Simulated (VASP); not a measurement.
# InAs (Fm-3m) in VASP: a series of runs

Runs on InAs. Level: PBE. Tasks: single point.

All numbers are computed with VASP 6.6.1; they aren't measurements. Logs are shortened: lines on timing, memory, paths and dates and some standing lists are left out, and cuts for length are marked.

## 1. The crystal as given

Symmetry: Fm-3m, No. 225, cubic system. Conventional cell: a = 5.755 Å, b = 5.755 Å, c = 5.755 Å, α = 90.00°, β = 90.00°, γ = 90.00°. Around In (site symmetry m-3m) lie 6 As at 2.88 Å. As (site symmetry m-3m) is surrounded by 6 In at 2.88 Å.

Measurements of this composition are mostly on another form, of space group No. 216.

## 2. Single point, PBE, spin-orbit coupling, no magnetisation

Input file INCAR:

```
ALGO = Normal ; EDIFF = 1E-7
ENCUT = 460 ; GGA = PE
GGA_COMPAT = F ; ISIF = 2
ISMEAR = 0 ; LASPH = T
LCHARG = F ; LORBIT = 11
LREAL = F ; LSORBIT = T
LWAVE = F ; MAGMOM = 0 0 0 0 0 0
NBANDS = 34 ; NELM = 100
PREC = Accurate ; SIGMA = 0.02
```

Input file KPOINTS:

```
k-points
0
Gamma
  6 6 6
```

Input file POSCAR:

```
InAs
1.0
    0.0000000000      2.8773040000      2.8773040000
    2.8773040000      0.0000000000      2.8773040000
    2.8773040000      2.8773040000      0.0000000000
In As
1 1
Direct
    0.5000000000      0.5000000000      0.5000000000
    0.0000000000      0.0000000000      0.0000000000
```

Potentials or basis: VASP PAW PBE potentials, release 64 (In_d, As).

Launch:

```bash
cat potpaw_PBE.64/In_d/POTCAR potpaw_PBE.64/As/POTCAR > POTCAR
mpirun -np 1 vasp_ncl > vasp.out
```

OUTCAR:

```text
EDIFF = 1E-7
   ENCUT = 460
   GGA = PE
   ISIF = 2
   ISMEAR = 0
   LASPH = T
   LORBIT = 11
   LREAL = F
   LSORBIT = T
   NELM = 100
   PREC = Accurate

 Found     16 irreducible k-points:

 Following reciprocal coordinates:
            Coordinates               Weight
  0.000000  0.000000  0.000000      1.000000
  0.166667  0.000000  0.000000      8.000000
  0.333333  0.000000  0.000000      8.000000
  0.500000  0.000000  0.000000      4.000000
  0.166667  0.166667  0.000000      6.000000
  0.333333  0.166667  0.000000     24.000000
   k-points           NKPTS =     16   k-points in BZ     NKDIM =     16   number of bands    NBANDS=     34
   number of dos      NEDOS =    301   number of ions     NIONS =      2
   total plane-waves  NPLWV =  21952
   dimension x,y,z NGX =    28 NGY =   28 NGZ =   28
   dimension x,y,z NGXF=    56 NGYF=   56 NGZF=   56
   ions per type =               1   1
   NGX,Y,Z   is equivalent  to a cutoff of  11.44, 11.44, 11.44 a.u.
   NGXF,Y,Z  is equivalent  to a cutoff of  22.88, 22.88, 22.88 a.u.
 SYSTEM =  unknown system
   PREC   = accura    normal or accurate (medium, high low for compatibility)
   ISTART =      0    job   : 0-new  1-cont  2-samecut
   ICHARG =      2    charge: 1-file 2-atom 10-const
   ISPIN  =      1    spin polarized calculation?
   LNONCOLLINEAR =      T non collinear calculations
   LSORBIT =      T    spin-orbit coupling
   LASPH  =      T    aspherical Exc in radial PAW
   ENCUT  =  460.0 eV  33.81 Ry    5.81 a.u.   7.12  7.12  7.12*2*pi/ulx,y,z
   NELM   =    100;   NELMIN=  2; NELMDL= -5     # of ELM steps
   EDIFF  = 0.1E-06   stopping-criterion for ELM
   LREAL  =      F    real-space projection
   EDIFFG = 0.1E-05   stopping-criterion for IOM
   NSW    =      0    number of steps for IOM
   IBRION =     -1    ionic relax: 0-MD 1-quasi-New 2-CG
   NFREE  =      0    steps in history (QN), initial steepest desc. (CG)
   ISIF   =      2    stress and relaxation
   ISYM   =      2    0-nonsym 1-usesym 2-fastsym
   POTIM  = 0.5000    time-step for ionic-motion
   TEBEG  =    0.0;   TEEND  =   0.0 temperature during run
   PSTRESS=    0.0 pullay stress
   NELECT =      18.0000    total number of electrons
   NUPDOWN=      -1.0000    fix difference up-down
   EMIN   =  10.00;   EMAX   =-10.00  energy-range for DOS
   EFERMI =   0.00;   METHOD = LEGACY
   ISMEAR =     0;   SIGMA  =   0.02  broadening in eV -4-tet -1-fermi 0-gaus
   EFERMI_NEDOS =   21; number of points for ismear=-14 and -15
   IALGO  =     38    algorithm
   IMIX   =      4    mixing-type and parameters
     AMIX     =   0.40;   BMIX     =  1.00
[... 249 lines left out ...]
  external PRESSURE =       0.0425489 kB  Pullay stress =       0.0000000 kB

 VOLUME and BASIS-vectors are now :
 -----------------------------------------------------------------------------
  energy-cutoff  :      460.00
  volume of cell :       47.64
      direct lattice vectors                 reciprocal lattice vectors
     0.000000000  2.877304000  2.877304000    -0.173773783  0.173773783  0.173773783
     2.877304000  0.000000000  2.877304000     0.173773783 -0.173773783  0.173773783
     2.877304000  2.877304000  0.000000000     0.173773783  0.173773783 -0.173773783

 POSITION                                       TOTAL-FORCE (eV/Angst)
 -----------------------------------------------------------------------------------
      2.87730      2.87730      2.87730        -0.000000      0.000000     -0.000000
      0.00000      0.00000      0.00000         0.000000     -0.000000      0.000000
 -----------------------------------------------------------------------------------
    total drift:                                0.000000      0.000000      0.000000

  FREE ENERGIE OF THE ION-ELECTRON SYSTEM (eV)
  ---------------------------------------------------
  free  energy   TOTEN  =        -7.3951761723 eV

  energy  without entropy=       -7.3940645591  energy(sigma->0) =       -7.39462037

 Spin-Orbit-Coupling matrix elements

 Ion:    1  E_soc:     -0.0674448
 l=   1
     0.0000000    -0.0050266    -0.0050266
    -0.0050266     0.0000000    -0.0050266
    -0.0050266    -0.0050266     0.0000000
 l=   2
     0.0000000    -0.0012668     0.0000000    -0.0012668    -0.0049474
    -0.0012668     0.0000000    -0.0037105    -0.0012668    -0.0012368
     0.0000000    -0.0037105     0.0000000    -0.0037105     0.0000000
    -0.0012668    -0.0012668    -0.0037105     0.0000000    -0.0012368
    -0.0049474    -0.0012368     0.0000000    -0.0012368     0.0000000
 l=   3
     0.0000000     0.0000000     0.0000000     0.0000000     0.0000000     0.0000000     0.0000000
     0.0000000     0.0000000     0.0000000     0.0000000     0.0000000     0.0000000     0.0000000
     0.0000000     0.0000000     0.0000000     0.0000000     0.0000000     0.0000000     0.0000000
     0.0000000     0.0000000     0.0000000     0.0000000     0.0000000     0.0000000     0.0000000
     0.0000000     0.0000000     0.0000000     0.0000000     0.0000000     0.0000000     0.0000000
     0.0000000     0.0000000     0.0000000     0.0000000     0.0000000     0.0000000     0.0000000
     0.0000000     0.0000000     0.0000000     0.0000000     0.0000000     0.0000000     0.0000000

 Ion:    2  E_soc:     -0.0352660
 l=   1
     0.0000000    -0.0058797    -0.0058797
    -0.0058797     0.0000000    -0.0058797
    -0.0058797    -0.0058797     0.0000000
 l=   2
     0.0000000    -0.0000008     0.0000000    -0.0000008     0.0000028
    -0.0000008     0.0000000     0.0000021    -0.0000008     0.0000007
     0.0000000     0.0000021     0.0000000     0.0000021     0.0000000
    -0.0000008    -0.0000008     0.0000021     0.0000000     0.0000007
     0.0000028     0.0000007     0.0000000     0.0000007     0.0000000
 l=   3
     0.0000000     0.0000000     0.0000000     0.0000000     0.0000000     0.0000000     0.0000000
     0.0000000     0.0000000     0.0000000     0.0000000     0.0000000     0.0000000     0.0000000
     0.0000000     0.0000000     0.0000000     0.0000000     0.0000000     0.0000000     0.0000000
     0.0000000     0.0000000     0.0000000     0.0000000     0.0000000     0.0000000     0.0000000
     0.0000000     0.0000000     0.0000000     0.0000000     0.0000000     0.0000000     0.0000000
     0.0000000     0.0000000     0.0000000     0.0000000     0.0000000     0.0000000     0.0000000
     0.0000000     0.0000000     0.0000000     0.0000000     0.0000000     0.0000000     0.0000000

 total charge

# of ion       s       p       d       tot
------------------------------------------
    1        0.880   0.556   9.879  11.314
    2        1.264   1.440   0.023   2.727
--------------------------------------------------
tot          2.144   1.996   9.901  14.042

 magnetization (x)

# of ion       s       p       d       tot
------------------------------------------
    1        0.000   0.000   0.000   0.000
    2        0.000   0.000  -0.000   0.000
--------------------------------------------------
tot          0.000   0.000  -0.000   0.000

 magnetization (y)

# of ion       s       p       d       tot
------------------------------------------
    1       -0.000  -0.000   0.000  -0.000
    2        0.000   0.000   0.000   0.000
--------------------------------------------------
tot         -0.000  -0.000   0.000  -0.000

 magnetization (z)

# of ion       s       p       d       tot
------------------------------------------
    1        0.000  -0.000   0.000   0.000
    2       -0.000   0.000   0.000  -0.000
--------------------------------------------------
tot          0.000  -0.000   0.000   0.000
```

It took 30 s on 1 thread of AMD EPYC 9R45 (Zen 5), shared host; peak memory 0.22 GiB.

These settings aren't checked as converged: the numbers below hold their error.

What came out:

- Free energy: -7.3952 eV
- Pressure: 0.0 GPa
- Valence electrons inside the program's atomic spheres: In 11.31; As 2.73

(Continued in part 2 of 2.)
